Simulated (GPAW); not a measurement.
# MnO2 (R-3m) in GPAW: a series of runs

One crystal, MnO2, is run at these levels: r2SCAN, LDA; tasks: band structure, equation of state.

Program: GPAW 26.7.0. These are calculated values, not measurements. Logs are shortened: lines on timing, memory, paths and dates and some standing lists are left out, and cuts for length are marked. The log counts tension as positive stress, the text compression.

### Step 1. The crystal as given

It takes space group R-3m (No. 166, trigonal). The conventional cell has a = 2.857 Å, b = 2.857 Å, c = 13.752 Å, α = 90.00°, β = 90.00°, γ = 120.00°. Mn (site symmetry -3m) has 6 O at 1.90 Å as nearest neighbours. O (site symmetry 3m) has 3 Mn at 1.90 Å as nearest neighbours.

Measurements of this composition are mostly on another form, of space group No. 136.

### Step 2. Band structure, r2SCAN, collinear spin, ferromagnetic start

The input, run.py:

```python
from ase import Atoms
from ase.dft.bandgap import bandgap
from ase.io import write
from ase.units import GPa
from ase.parallel import parprint
from gpaw import GPAW, PW

atoms = Atoms(['Mn', 'O', 'O'],
              cell=[[1.4284348394, 0.824707239, 4.5839315268],
                    [-1.4284348394, 0.824707239, 4.5839315268],
                    [0.0, -1.6494144781, 4.5839315268]],
              scaled_positions=[[0.0, 0.0, 0.0],
                                [0.73563551, 0.73563551, 0.73563551],
                                [0.26436449, 0.26436449, 0.26436449]],
              pbc=True)
atoms.set_initial_magnetic_moments([4.0, 0.0, 0.0])

calc = GPAW(mode=PW(800),
            xc='MGGA_X_R2SCAN+MGGA_C_R2SCAN',
            kpts={'size': (7, 7, 7), 'gamma': True},
            occupations={'name': 'fermi-dirac', 'width': 0.05},
            nbands=26,
            convergence={'density': 1e-05, 'energy': 1e-05},
            maxiter=150,
            txt='gpaw.txt')
atoms.calc = calc
energy = atoms.get_potential_energy()
forces = atoms.get_forces()
stress = atoms.get_stress()
calc.write('gs.gpw')
write('result.traj', atoms)
parprint(f'Energy: {energy:.6f} eV')
parprint('Forces (eV/A):')
parprint(forces.round(4))
parprint('Stress (GPa):', (stress / GPa).round(3))
parprint('Moments:', calc.get_magnetic_moments().round(3))
parprint('Fermi level:', round(calc.get_fermi_level(), 4), 'eV')
parprint(f'Gap: {bandgap(calc)[0]:.4f} eV, direct: {bandgap(calc, direct=True)[0]:.4f} eV')

path = atoms.cell.bandpath('GLB1,BZGX,QFP1Z,LP', npoints=100, eps=1e-4)
bs_calc = calc.fixed_density(kpts=path, symmetry='off', nbands=38,
                             convergence={'bands': 'CBM+6.0', 'eigenstates': 1e-6}, txt='bands.txt')
bs = bs_calc.band_structure()
bs.write('bs.json')
parprint(f'Gap on the path: {bandgap(bs_calc)[0]:.4f} eV')
```

Potentials or basis: GPAW PAW data sets (gpaw-data 1.2.1), pw.

Started as:

```
> OMP_NUM_THREADS=1 mpirun -n 4 gpaw python run.py
```

gpaw.txt:

```text
__  _  _
 | _ |_)|_||  |
 |__||  | ||/\| - 26.7.0

Input parameters:
  mode=PW(ecut=800.0),
  convergence={'density': 1e-05, 'energy': 1e-05},
  kpts=MonkhorstPack(size=(7, 7, 7), gamma=True),
  maxiter=150,
  nbands=26,
  occupations=Occupations(name='fermi-dirac', width=0.05),
  xc=XC(name='MGGA_X_R2SCAN+MGGA_C_R2SCAN')

Diagonalizing LCAO Hamiltonian
Converting LCAO to pw mode

       O

       O

       Mn

Atoms  # Å, Bohr magnetons
|   | symbol |         x |         y |         z |    initial magnetic moments |
|---|--------|-----------|-----------|-----------|-----------------------------|
| 0 |     Mn |  0.000000 |  0.000000 |  0.000000 | ( 0.0000,  0.0000,  4.0000) |
| 1 |      O |  0.000000 | -0.000000 | 10.116308 | ( 0.0000,  0.0000,  0.0000) |
| 2 |      O | -0.000000 | -0.000000 |  3.635486 | ( 0.0000,  0.0000,  0.0000) |

Unit cell  # Å
| periodic |         x |         y |        z |  lengths |    angles |
|----------|-----------|-----------|----------|----------|-----------|
|      yes |  1.428435 |  0.824707 | 4.583932 | 4.871652 | 34.100899 |
|      yes | -1.428435 |  0.824707 | 4.583932 | 4.871652 | 34.100899 |
|      yes |  0.000000 | -1.649414 | 4.583932 | 4.871652 | 34.100899 |

Number of symmetries: 12
Symmetry operations  # r_c * U_cc + t_c -> r_c
|    | kind |            matrix            |
|----|------|------------------------------|
|  0 |  E   |  1, 0, 0,  0, 1, 0,  0, 0, 1 |
|  1 |  σ   |  1, 0, 0,  0, 0, 1,  0, 1, 0 |
|  2 |  σ   |  0, 1, 0,  1, 0, 0,  0, 0, 1 |
|  3 |  C3  |  0, 1, 0,  0, 0, 1,  1, 0, 0 |
|  4 |  C3  |  0, 0, 1,  1, 0, 0,  0, 1, 0 |
|  5 |  σ   |  0, 0, 1,  0, 1, 0,  1, 0, 0 |
|  6 |  C2  |  0, 0,-1,  0,-1, 0, -1, 0, 0 |
|  7 |  S6  |  0, 0,-1, -1, 0, 0,  0,-1, 0 |
|  8 |  S6  |  0,-1, 0,  0, 0,-1, -1, 0, 0 |
|  9 |  C2  |  0,-1, 0, -1, 0, 0,  0, 0,-1 |
| 10 |  C2  | -1, 0, 0,  0, 0,-1,  0,-1, 0 |
| 11 |  i   | -1, 0, 0,  0,-1, 0,  0, 0,-1 |

BZ-sampling:
  Number of BZ points: 343
  Number of IBZ points: 44

  Monkhorst-Pack size: [7, 7, 7]
  Monkhorst-Pack shift: [0, 0, 0]

K-points  # in reciprocal-cell coordinates
|     |                                coordinates |     weight |
|-----|--------------------------------------------|------------|
|   0 | (  0.00000000,   0.00000000,   0.00000000) | 0.00291545 |
|   1 | (  0.14285714,   0.00000000,  -0.14285714) | 0.01749271 |
|   2 | (  0.14285714,   0.00000000,   0.00000000) | 0.01749271 |
|   3 | (  0.14285714,   0.14285714,  -0.14285714) | 0.01749271 |
|   4 | (  0.14285714,   0.14285714,   0.00000000) | 0.01749271 |
|   5 | (  0.14285714,   0.14285714,   0.14285714) | 0.00583090 |
|   6 | (  0.28571429,  -0.14285714,  -0.14285714) | 0.01749271 |
|   7 | (  0.28571429,   0.00000000,  -0.28571429) | 0.01749271 |
|   8 | (  0.28571429,   0.00000000,  -0.14285714) | 0.03498542 |
|   9 | (  0.28571429,   0.00000000,   0.00000000) | 0.01749271 |
| ... |                                            |            |
|  43 | (  0.42857143,   0.42857143,   0.42857143) | 0.00583090 |

Plane wave coefficients: 1695
Cutoff: 800.0 eV

Spin-components: 2 (collinear spins)
Bands:           26
Projectors:      16
Spin-degeneracy: 1
Datatype:        complex128

Parallelization:
  kpt:    4
  domain: 1
  band:   1

Density:
  Valence electrons: 27.0
  Components: 2
  Grid points: [32 32 32]
  Charge: 0.0  # |e|

Potential:
  Grid points: [32 32 32]

species:
  Mn:
    name:    Manganese
    Z:       25.0
    valence: 15
    core:    10
    charge:  0.0  # [|e|]
    compensation charges:
      type: gauss
      rc: 0.38  # [Å]
      lmax: 2
    cutoffs:
      filter: 2.14  # [Å]
      core: 0.86  # [Å]
    projectors
    | kind |    occ | energy [eV] | rcut [Å] |
    |------|--------|-------------|----------|
    |   3s |  2.000 |     -85.859 |    1.275 |
    |   4s |  2.000 |      -5.106 |    1.275 |
    |   3p |  6.000 |     -54.597 |    1.281 |
    |   4p |  0.000 |      -1.371 |    1.281 |
    |   3d |  5.000 |      -6.771 |    1.138 |
    |    d |        |      20.441 |    1.138 |

    Using partial waves for Mn as LCAO basis

  O:
    name:    Oxygen
    Z:       8.0
    valence: 6
    core:    2
    charge:  0.0  # [|e|]
    compensation charges:
      type: gauss
      rc: 0.21  # [Å]
      lmax: 2
    cutoffs:
      filter: 1.17  # [Å]
      core: 0.83  # [Å]
    projectors
    | kind |    occ | energy [eV] | rcut [Å] |
    |------|--------|-------------|----------|
    |   2s |  2.000 |     -23.961 |    0.688 |
    |   2p |  4.000 |      -9.029 |    0.598 |
    |    s |        |       3.251 |    0.688 |
    |    p |        |      18.182 |    0.598 |
    |    d |        |       0.000 |    0.619 |

    Using partial waves for O as LCAO basis

Reference energy: -35595.792675  # eV

eigensolver:
  PPCG
  Converge bands: occupied
  niter=2

density mixing:
  MSR1-Mixer
  Pratt-step length: 0.05
  Maximum mixing coefficient: 0.75
  Old densities: 10
  SVD Regularization: 0.005
  Good broyden scale: 1.0
  Trust region scale: 1.0
  Backstep threshold: 4.0
  History deletion threshold: 6.0
  Fourier metric: weight=20.0, sigma=0.015

occupation numbers:
  Fermi-Dirac:
    width: 0.0500  # eV

poisson solver:
  ecut: 6400.0  # eV

xc functional:
  name: MGGA_X_R2SCAN+MGGA_C_R2SCAN with 2 nearest neighbor stencil

convergence criteria:
- Maximum integral of absolute [dens]ity change: 1e-05 electrons / valence electron
- Maximum [total energy] change in last 3 cyles: 1e-05 eV / valence electron
- Maximum integral of absolute [eigenst]ate change: 4e-08 eV^2 / valence electron
maximum number of iterations: 150

SCF iterations
|iter     | |      energy | eigst |  dens |  magmom |
|---------|-|-------------|-------|-------|---------|
|iter:   1| |  -43.355093 | +0.28 |       |  +4.0020|
|iter:   2| |  -33.690798 | -1.43 | -0.79 |  +3.9519|
|iter:   3| |  -32.468846 | -1.53 | -0.86 |  +3.6340|
|iter:   4| |  -32.678650 | -2.59 | -1.28 |  +3.4322|
|iter:   5| |  -32.860430 | -2.22 | -1.44 |  +3.0621|
|iter:   6| |  -32.882855 | -3.27 | -1.95 |  +2.9908|
|iter:   7| |  -32.890479 | -3.63 | -2.26 |  +2.9939|
|iter:   8| |  -32.891124 | -4.55 | -2.71 |  +3.0017|
|iter:   9| |  -32.891200 | -5.20 | -3.34 |  +3.0007|
|iter:  10| |  -32.891202c| -6.32 | -3.82 |  +3.0002|
|iter:  11| |  -32.891200c| -7.34 | -4.27 |  +3.0000|
|iter:  12| |  -32.891201c| -8.09c| -4.60 |  +3.0000|
|iter:  13| |  -32.891201c| -8.81c| -5.53c|  +3.0000|

Converged in 13 steps
Energy contributions relative to reference atoms: (reference = -35595.792675)

Energy contributions:
  Kinetic:          25.442296
  Coulomb:         -26.596111
  Zero:              0.448377
  External:          0.000000
  Xc:              -32.185763
  Entropy:          -0.000000
  Spinorbit:         0.000000
  ----------------------------
  Free energy:     -32.891201
  Extrapolated:    -32.891201

dipole moment: (0.000000, 0.000000, -31.922340)  # |e|*Ang

Total magnetic moment: (0.000000, 0.000000, 2.999996)

Local magnetic moments
|        x |        y |        z |
|----------|----------|----------|
| 0.000000 | 0.000000 | 2.909638 |  # Mn   0
| 0.000000 | 0.000000 | 0.014965 |  # O    1
| 0.000000 | 0.000000 | 0.014965 |  # O    2

Fermi level: 4.388
Eigenvalues  # (at kpt = [0.000, 0.000, 0.000])
| band index |      eig [eV] | occ [0-1] |      eig [eV] | occ [0-1] |
|------------|---------------|-----------|---------------|-----------|
|          0 |       -81.285 |     1.000 |       -77.100 |     1.000 |
|        ... |               |           |               |           |
|          6 |        -2.960 |     1.000 |        -1.820 |     1.000 |
|          7 |        -2.432 |     1.000 |        -1.440 |     1.000 |
|          8 |        -2.426 |     1.000 |        -1.438 |     1.000 |
|          9 |         0.722 |     1.000 |         2.305 |     1.000 |
|         10 |         0.787 |     1.000 |         2.305 |     1.000 |
|         11 |         2.319 |     1.000 |         2.725 |     1.000 |
|         12 |         2.319 |     1.000 |         5.360 |     0.000 |
|         13 |         2.555 |     1.000 |         5.379 |     0.000 |
|         14 |         2.980 |     1.000 |         7.043 |     0.000 |
|         15 |         6.955 |     0.000 |         8.557 |     0.000 |
|         16 |         6.958 |     0.000 |         8.559 |     0.000 |
|         17 |        11.517 |     0.000 |        12.096 |     0.000 |
|         18 |        14.813 |     0.000 |        15.559 |     0.000 |
|         19 |        19.606 |     0.000 |        20.283 |     0.000 |
|         20 |        24.055 |     0.000 |        25.041 |     0.000 |
|        ... |               |           |               |           |
|         25 |        29.567 |     0.000 |        30.545 |     0.000 |

Gap: 1.950 eV
Transition (v -> c):
  (s=0, k=37, n=14, [0.43, 0.43, -0.43]) -> (s=1, k=0, n=12, [0.00, 0.00, 0.00])
Direct/indirect transitions are different
Direct gap: 2.058 eV
Transition at: (s=0->1, k=43, n=14, [0.43, 0.43, 0.43])

Forces  # eV/Ang
|        x |        y |        z |
|----------|----------|----------|
|  0.00000 |  0.00000 |  0.00000 |  # Mn   0
|  0.00000 | -0.00000 |  0.15460 |  # O    1
| -0.00000 |  0.00000 | -0.15460 |  # O    2

Stress tensor  # eV/Ang^3
|         x |         y |         z |
|-----------|-----------|-----------|
| -0.019577 |  0.000000 | -0.000000 |
|  0.000000 | -0.019577 | -0.000000 |
| -0.000000 | -0.000000 | -0.011317 |

# Writing to gs.gpw (mode='')
```

Wall time 3.8 min (4 MPI ranks of Intel Xeon Platinum 8259CL at 2.50GHz (Skylake/Cascade Lake), shared host); peak memory 0.44 GiB.

Results:

| Item | Value |
| --- | --- |
| Free energy | -32.8912 eV |
| Pressure | 2.7 GPa |
| Largest force | 0.155 eV/Å |
| Band gap on the k mesh | 1.95 eV, indirect (least direct gap 2.06 eV) |
| Band gap along the path | 1.95 eV, indirect (least direct gap 2.05 eV) |
| Net moment | 3.00 μB per cell |
| Site moments | Mn +2.91; O +0.01 μB |

Forces on the atoms (eV/Å):
```
Mn   0.000  0.000  0.000
O    0.000  0.000  0.155
O    0.000  0.000 -0.155
```

Stress tensor (GPa, compression positive):
```
3.14 0.00 0.00
0.00 3.14 0.00
0.00 0.00 1.81
```

Levels at the corners of the path, in eV from the valence-band top:
Spin up:
```tsv
point	band 12	band 13	band 14	band 15	band 16	band 17
Γ	-1.09	-1.09	-0.86	-0.43	3.54	3.55
L	-2.20	-2.02	-1.96	-1.05	2.62	3.36
B1	-2.50	-2.49	-1.05	-0.79	2.68	2.79
B	-2.50	-2.49	-1.05	-0.79	2.68	2.79
Z	-2.21	-1.15	-1.15	-0.11	3.57	3.57
Γ	-1.09	-1.09	-0.86	-0.43	3.54	3.55
X	-2.56	-2.52	-0.95	-0.88	2.67	2.78
Q	-2.56	-2.53	-0.96	-0.86	2.69	2.76
F	-2.21	-2.01	-1.70	-1.18	2.89	3.44
P1	-2.10	-1.99	-1.77	-1.09	2.78	3.41
Z	-2.21	-1.15	-1.15	-0.11	3.57	3.57
L	-2.20	-2.02	-1.96	-1.05	2.62	3.36
P	-2.10	-1.96	-1.76	-1.12	2.75	3.44
```
Spin down:
```csv
point,band 10,band 11,band 12,band 13,band 14,band 15
Γ,-1.11,-1.11,-0.69,1.95,1.97,3.63
L,-3.09,-2.54,-1.83,2.27,2.81,3.09
B1,-2.98,-2.46,-2.09,2.34,3.11,3.20
B,-2.98,-2.46,-2.09,2.34,3.11,3.20
Z,-2.07,-1.16,-1.16,1.95,1.97,3.65
Γ,-1.11,-1.11,-0.69,1.95,1.97,3.63
X,-2.88,-2.49,-2.20,2.34,3.14,3.20
Q,-2.88,-2.49,-2.20,2.34,3.13,3.20
F,-2.65,-2.49,-1.55,2.07,2.82,3.10
P1,-2.63,-2.57,-1.59,2.13,2.83,3.09
Z,-2.07,-1.16,-1.16,1.95,1.97,3.65
L,-3.09,-2.54,-1.83,2.27,2.81,3.09
P,-2.63,-2.57,-1.59,2.12,2.83,3.10
```

Caveat: the PAW data sets were made with another functional, which shifts forces and pressure a little; a cell with one magnetic atom can't hold antiferromagnetic order, which such compounds often take; the program warned that so skewed a cell can give wrong results. r2SCAN opens gaps a little over a GGA but as a rule still falls short of measured ones.

### Step 3. Band structure, LDA, collinear spin, ferromagnetic start

run.py: that of step 2 with these lines changed.

```diff
@@ -4,3 +4,2 @@
 from ase.units import GPa
-from ase.parallel import parprint
 from gpaw import GPAW, PW
@@ -18,3 +17,3 @@
 calc = GPAW(mode=PW(800),
-            xc='MGGA_X_R2SCAN+MGGA_C_R2SCAN',
+            xc='LDA',
             kpts={'size': (7, 7, 7), 'gamma': True},
@@ -31,9 +30,9 @@
 write('result.traj', atoms)
-parprint(f'Energy: {energy:.6f} eV')
-parprint('Forces (eV/A):')
-parprint(forces.round(4))
-parprint('Stress (GPa):', (stress / GPa).round(3))
-parprint('Moments:', calc.get_magnetic_moments().round(3))
-parprint('Fermi level:', round(calc.get_fermi_level(), 4), 'eV')
-parprint(f'Gap: {bandgap(calc)[0]:.4f} eV, direct: {bandgap(calc, direct=True)[0]:.4f} eV')
+print(f'Energy: {energy:.6f} eV')
+print('Forces (eV/A):')
+print(forces.round(4))
+print('Stress (GPa):', (stress / GPa).round(3))
+print('Moments:', calc.get_magnetic_moments().round(3))
+print('Fermi level:', round(calc.get_fermi_level(), 4), 'eV')
+print(f'Gap: {bandgap(calc)[0]:.4f} eV, direct: {bandgap(calc, direct=True)[0]:.4f} eV')
 
@@ -44,2 +43,2 @@
 bs.write('bs.json')
-parprint(f'Gap on the path: {bandgap(bs_calc)[0]:.4f} eV')
+print(f'Gap on the path: {bandgap(bs_calc)[0]:.4f} eV')
```

Potentials or basis: the program's PAW data sets (release 1.2.1) made for this functional, pw.

Started as:

```
> OMP_NUM_THREADS=1 python run.py
```

Wall time 2.8 min (1 thread of Intel Xeon Platinum 8488C (Sapphire Rapids), shared host); peak memory 0.58 GiB.

Results (log left out):

```
Free energy             : -27.4188 eV
Pressure                : -7.6 GPa
Largest force           : 0.475 eV/Å
Band gap on the k mesh  : 0.46 eV, indirect (least direct gap 0.51 eV)
Band gap along the path : 0.45 eV, indirect (least direct gap 0.50 eV)
Net moment              : 3.00 μB per cell
Site moments            : Mn +2.78; O +0.04 μB
```

Forces on the atoms (eV/Å):
```
Mn   0.000  0.000  0.000
O    0.000  0.000 -0.475
O    0.000  0.000  0.475
```

Stress tensor (GPa, compression positive):
```
-8.57  0.00  0.00
 0.00 -8.57  0.00
 0.00  0.00 -5.77
```

Levels at the corners of the path, in eV from the valence-band top:
Spin up:
| point | band 13 | band 14 | band 15 | band 16 | band 17 |
| --- | --- | --- | --- | --- | --- |
| Γ | -1.67 | -1.40 | -0.29 | 2.76 | 2.76 |
| L | -1.75 | -1.72 | -0.95 | 1.93 | 2.56 |
| B1 | -2.08 | -0.88 | -0.67 | 1.89 | 2.02 |
| B | -2.08 | -0.88 | -0.67 | 1.89 | 2.02 |
| Z | -1.73 | -1.73 | -0.05 | 2.79 | 2.79 |
| Γ | -1.67 | -1.40 | -0.29 | 2.76 | 2.76 |
| X | -2.10 | -0.80 | -0.72 | 1.90 | 2.00 |
| Q | -2.10 | -0.80 | -0.72 | 1.90 | 2.00 |
| F | -1.82 | -1.75 | -1.07 | 2.16 | 2.65 |
| P1 | -1.76 | -1.71 | -1.02 | 2.04 | 2.63 |
| Z | -1.73 | -1.73 | -0.05 | 2.79 | 2.79 |
| L | -1.75 | -1.72 | -0.95 | 1.93 | 2.56 |
| P | -1.75 | -1.71 | -1.02 | 2.04 | 2.63 |
Spin down:
```csv
point,band 10,band 11,band 12,band 13,band 14,band 15
Γ,-1.54,-1.54,-1.21,0.45,0.45,2.17
L,-3.64,-2.94,-2.31,0.91,1.24,1.55
B1,-3.41,-2.93,-2.55,0.81,1.61,1.71
B,-3.41,-2.93,-2.55,0.81,1.61,1.71
Z,-2.64,-1.59,-1.59,0.45,0.46,2.22
Γ,-1.54,-1.54,-1.21,0.45,0.45,2.17
X,-3.32,-2.95,-2.65,0.81,1.65,1.70
Q,-3.32,-2.95,-2.65,0.81,1.65,1.70
F,-3.05,-3.02,-2.01,0.69,1.25,1.55
P1,-3.10,-3.03,-2.05,0.75,1.25,1.55
Z,-2.64,-1.59,-1.59,0.45,0.46,2.22
L,-3.64,-2.94,-2.31,0.91,1.24,1.55
P,-3.10,-3.03,-2.05,0.75,1.25,1.55
```

Caveat: a cell with one magnetic atom can't hold antiferromagnetic order, which such compounds often take; the program warned that so skewed a cell can give wrong results.

### Step 4. Equation of state, r2SCAN, collinear spin, ferromagnetic start

The input, run.py:

```python
from ase import Atoms
from ase.eos import EquationOfState
from ase.io import Trajectory
from ase.units import GPa
from ase.parallel import parprint
from gpaw import GPAW, PW

atoms = Atoms(['Mn', 'O', 'O'],
              cell=[[1.4284348394, 0.824707239, 4.5839315268],
                    [-1.4284348394, 0.824707239, 4.5839315268],
                    [0.0, -1.6494144781, 4.5839315268]],
              scaled_positions=[[0.0, 0.0, 0.0],
                                [0.73563551, 0.73563551, 0.73563551],
                                [0.26436449, 0.26436449, 0.26436449]],
              pbc=True)
atoms.set_initial_magnetic_moments([4.0, 0.0, 0.0])

traj = Trajectory('eos.traj', 'w')
volumes, energies = [], []
for x in [0.94, 0.96, 0.98, 1.0, 1.02, 1.04, 1.06]:
    a = atoms.copy()
    a.set_cell(atoms.cell * x**(1 / 3), scale_atoms=True)
    calc = GPAW(mode=PW(800),
                xc='MGGA_X_R2SCAN+MGGA_C_R2SCAN',
                kpts={'size': (7, 7, 7), 'gamma': True},
                occupations={'name': 'fermi-dirac', 'width': 0.05},
                nbands=26,
                convergence={'density': 1e-05, 'energy': 1e-05},
                maxiter=150,
                txt=f'eos-{x:.2f}.txt')
    a.calc = calc
    energies.append(a.get_potential_energy(force_consistent=True))
    volumes.append(a.get_volume())
    p = -a.get_stress()[:3].mean() / GPa
    calc.write(f'eos-{x:.2f}.gpw')
    traj.write(a)
    parprint(f'{x:.2f} {volumes[-1]:10.4f} A^3 {energies[-1]:14.6f} eV {p:9.3f} GPa', flush=True)

v0, e0, B = EquationOfState(volumes, energies, eos='birchmurnaghan').fit()
parprint(f'V0 = {v0:.4f} A^3, E0 = {e0:.6f} eV, B0 = {B / GPa:.2f} GPa')
```

Potentials or basis: GPAW PAW data sets (gpaw-data 1.2.1), pw.

Started as:

```
> OMP_NUM_THREADS=1 mpirun -n 4 gpaw python run.py
```

Wall time 10 min (4 MPI ranks of Intel Xeon 6975P-C (Granite Rapids), shared host); peak memory 0.8 GiB.

It converged, with:

| Property | Result |
| --- | --- |
| Equilibrium volume | 10.94 Å³/atom (rough: see the caveat) |
| Bulk modulus at fixed shape and positions | 208 GPa (rough) |

Energy against volume, from the lowest point:
| volume (Å³/atom) | energy (meV/atom) |
| --- | --- |
| 10.152 | 42.44 |
| 10.368 | 21.51 |
| 10.584 | 7.97 |
| 10.800 | 1.04 |
| 11.016 | 0.00 |
| 11.232 | 4.62 |
| 11.448 | 13.64 |

Caveat: the k mesh is coarse (spacing up to 0.37 Å⁻¹), so the values aren't converged; the points scatter about the fit; the cell was scaled at fixed shape and fractional positions, which overstates the stiffness of a crystal with free parameters, most of all of layers and chains; the PAW data sets were made with another functional, which shifts forces and pressure a little; the program warned that so skewed a cell can give wrong results.
